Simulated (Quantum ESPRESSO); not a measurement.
Runs of Quantum ESPRESSO 7.5 on MoS2. Symmetry: C2/m, No. 12, monoclinic system. The conventional cell has a = 6.296 Å, b = 3.860 Å, c = 4.439 Å, α = 90.00°, β = 90.04°, γ = 90.00°. Around Mo (site symmetry 2/m) lie 6 S at 2.35 to 2.60 Å. S (site symmetry m) has 3 Mo at 2.35 to 2.60 Å as nearest neighbours. The cell comes from a database or a generator and needn't be the stable form of this composition.

| level | potentials or basis | U | form of the LDA correlation | gap on the mesh (eV) | pressure (GPa) | moment (μB) | largest force (eV/Å) |
| --- | --- | --- | --- | --- | --- | --- | --- |
| LDA | JTH 2.0 LDA | - | PW92 | none | -10.0 | 0.87 | 1.39 |
| LDA+U | GBRV 1.5 LDA | Mo d U = 5 eV | PZ81 | none | -0.9 | (a) | 1.37 |
| LDA+U | GBRV 1.5 LDA | Mo d U = 3 eV | PZ81 | none | -3.7 | 2.10 | 1.45 |
| LDA+U | GBRV 1.5 LDA | Mo d U = 2 eV | PZ81 | none | -5.0 | 2.02 | (b) |
| LDA+U | GBRV 1.5 LDA | Mo d U = 4 eV | PZ81 | none | -2.4 | 2.18 | 1.40 |

Alike in all rows: task single point; spin collinear, ferromagnetic start; cell as given; k mesh 6 × 6 × 4; cutoff (eV) 612; smearing gaussian 0.05 eV.

Question: Fill in the values left out.

Answer: (a) 2.27; (b) 1.54.

Caveats: forces of over 1 eV/Å show positions far from the minimum, so gaps and moduli don't describe the material at rest; the cutoff is low for these files, which shifts pressure and relaxed volume (some runs).

A k mesh can miss the band edges, and the runs leave out spin-orbit coupling on Mo.

A gap of «none» marks a metal or a gap under the smearing width.
